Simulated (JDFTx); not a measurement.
## Ni: relaxation of cell and atoms with PBE+D3

Ni:

```
CELL_PARAMETERS angstrom
0.00000 1.73757 1.73757
1.73757 0.00000 1.73757
1.73757 1.73757 0.00000
ATOMIC_POSITIONS crystal
Ni 0.00000 0.00000 0.00000
```

| Item | Value |
| --- | --- |
| Program | JDFTx 1.7.0 (patched build) |
| Task | relaxation of cell and atoms |
| Functional | PBE |
| Dispersion | D3 |
| Potentials or basis | PseudoDojo-SR-PBE-0.5-standard with smoothed tails |
| Cutoff | 1333 eV |
| Density cutoff | 5333 eV |
| k mesh | 13 × 13 × 13 |
| Occupations | fermi-dirac, width 0.05 eV |
| Spin | collinear spin, ferromagnetic start |
| Starting moments | [1.0] μB |
| Local potential set to -Z/r beyond | 6 bohr |
| Density cutoff over wavefunction cutoff | 4 |
| Max SCF steps | 100 |
| SCF threshold on the energy | 1e-09 Ha |
| Solver of the electrons | scf |
| Further solve for the empty bands | no |

* Relaxed volume: 10.51 Å³/atom
* Relaxed cell: a = 2.459 Å, b = 2.459 Å, c = 2.459 Å, α = 60.00°, β = 60.00°, γ = 60.00°
* Space group after relaxing (to 0.05 Å): Fm-3m (No. 225)
* Energy gained by relaxing: 0.0 meV/atom
* Ionic steps: 3
* Pressure after relaxing: 0.0 GPa
* Band gap on the k mesh: none (metal or under the smearing width)
* Net moment: 0.63 μB per cell
* Absolute moment: 0.73 μB per cell
* Site moments: Ni +0.66 μB

Final structure:
```xyz
1
Lattice="0.0000 1.7388 1.7388 1.7388 0.0000 1.7388 1.7388 1.7388 0.0000" Properties=species:S:1:pos:R:3 pbc="T T T"
Ni    0.0000    0.0000    0.0000
```

Levels at points of the mesh, in eV from the Fermi level:
Spin up:
```tsv
k point	band 7	band 8	band 9	band 10	band 11
(0.00, 0.00, 0.00)	-2.60	-2.60	-1.33	-1.33	23.83
```
Spin down:
```tsv
k point	band 5	band 6	band 7	band 8	band 9	band 10	band 11
(0.00, 0.00, 0.00)	-9.41	-1.79	-1.79	-1.79	-0.69	-0.69	23.66
```

It took 100 s on 1 thread of Intel(R) Xeon(R) Platinum 8488C (Sapphire Rapids), with other jobs on the host, peak memory 0.14 GiB.

Caveat: pairwise dispersion overbinds metals, which lowers pressure and volume.
